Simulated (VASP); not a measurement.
Input of a VASP 6.6.1 run:

File INCAR:

```
PREC     = Accurate       # precision mode
ENCUT    = 520            # plane-wave cutoff, eV
EDIFF    = 1E-6           # SCF threshold, eV
ISMEAR   = 1              # smearing method
SIGMA    = 0.02           # smearing width, eV
LREAL    = F              # projectors in reciprocal space
LASPH    = T              # aspherical terms in the spheres
NELM     = 60             # most SCF steps
ALGO     = Normal         # electronic algorithm
ISIF     = 2              # what is computed and relaxed
LWAVE    = F              # write WAVECAR
LCHARG   = F              # write CHGCAR
GGA      = PE             # functional
NBANDS   = 17             # bands
```

File KPOINTS:

```
Automatic mesh
0
Gamma
  6 6 6
```

The input POSCAR:

```
PbSe
1.0
    0.0000000000      3.1206779849      3.1206779849
    3.1206779849      0.0000000000      3.1206779849
    3.1206779849      3.1206779849      0.0000000000
Pb Se
1 1
Direct
    0.0000000000      0.0000000000      0.0000000000
    0.5000000000      0.5000000000      0.5000000000
```

Potentials or basis: VASP PAW PBE potentials, release 64 (Pb_d, Se).

Run with:

```console
$ cat potpaw_PBE.64/Pb_d/POTCAR potpaw_PBE.64/Se/POTCAR > POTCAR
$ mpirun -np 1 vasp_std > vasp.out
```

Estimate the pressure.

-0.6 GPa.

Predict the band gap on the k mesh.

0.47 eV, direct.

Caveat: spin-orbit coupling is left out, which moves the levels of the heavy elements.

**Experimental background.**

From a printed reference work, monograph, for a bulk crystal of PbSe at 4.2 K: band gap 0.15 eV (direct).

Against the measured gap of PbSe, 0.15 eV (direct; 4.2 K; a printed reference work, monograph), the calculated 0.47 eV is off by +0.32 eV. 2 values of this kind are on record (0.15 to 0.28 eV); this one was drawn at random. Spin-orbit coupling on Pb, Se is left out. The value is that of PBE on a finite k mesh, which can miss the band edges, without temperature or zero-point motion.
